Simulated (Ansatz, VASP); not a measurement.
## One calculation of HBr, two programs

The input INCAR:

```
PREC     = Accurate       # precision mode
ENCUT    = 520            # plane-wave cutoff, eV
EDIFF    = 1E-7           # SCF threshold, eV
ISMEAR   = 0              # smearing method
SIGMA    = 0.02           # smearing width, eV
LREAL    = F              # projectors in reciprocal space
LASPH    = T              # aspherical terms in the spheres
NELM     = 100            # most SCF steps
ALGO     = Normal         # electronic algorithm
ISIF     = 2              # what is computed and relaxed
LWAVE    = F              # write WAVECAR
LCHARG   = F              # write CHGCAR
GGA      = PS             # functional
NBANDS   = 16             # bands
```

KPOINTS

```
Automatic mesh
0
Gamma
  6 6 8
```

File POSCAR:

```
HBr
1.0
    5.4459128156      0.0000000000      0.0000000000
    0.0000000000      5.4459128156      0.0000000000
    0.0000000000      0.0000000000      3.2420336969
H Br
2 2
Direct
    0.0000000000      0.0000000000      0.0000000000
    0.5000000000      0.5000000000      0.5000000000
    0.0000000000      0.0000000000      0.5000000000
    0.5000000000      0.5000000000      0.0000000000
```

Input for Ansatz:

```yaml
crystal:
  lattice:
    - [5.4459128156, 0.0, 0.0]
    - [0.0, 5.4459128156, 0.0]
    - [0.0, 0.0, 3.2420336969]
  atoms:
    - { symbol: H, position: [0.0, 0.0, 0.0] }
    - { symbol: H, position: [0.5, 0.5, 0.5] }
    - { symbol: Br, position: [0.0, 0.0, 0.5] }
    - { symbol: Br, position: [0.5, 0.5, 0.0] }
basis:
  ecutwfc: 420
kpoints:
  mp_grid: { grid: [6, 6, 8] }
hamiltonian:
  xc: pbesol
scf:
  occupations: { method: gaussian, width: 0.02 }
output:
  forces: true
  stress: true
  eigenvalues: true
```

Change from the starting cell: strain along c alone, the other axes held, atoms relaxed: -3.0 %.

Alike in both runs: task single point; functional PBEsol; k mesh 6 × 6 × 8; occupations gaussian, width 0.02 eV; no spin polarisation.

|  | VASP | Ansatz |
| --- | --- | --- |
| version | VASP 6.6.1 | Ansatz 0.2.0 |
| potentials or method | VASP PAW PBE potentials, release 64 (H, Br) | scalar-relativistic, plane waves, PAW |
| plane-wave cutoff (eV) | 520 | 420 |
| valence electrons in the cell | 16 | 16 |

|  | VASP | Ansatz | Ansatz less VASP |
| --- | --- | --- | --- |
| gap on the k mesh at the Fermi level (eV) | 1.75 | 1.75 | +0.002 |
| least direct gap on the mesh (eV) | 1.90 | 1.90 | 0.000 |
| pressure (GPa) | 2.5 | 2.5 | +0.02 |
| largest component of the traceless stress (GPa) | 4.98 | 4.94 | -0.041 |

Caveats: the PAW data sets were made with another functional, which shifts forces and pressure a little (VASP). A k mesh can miss the band edges.
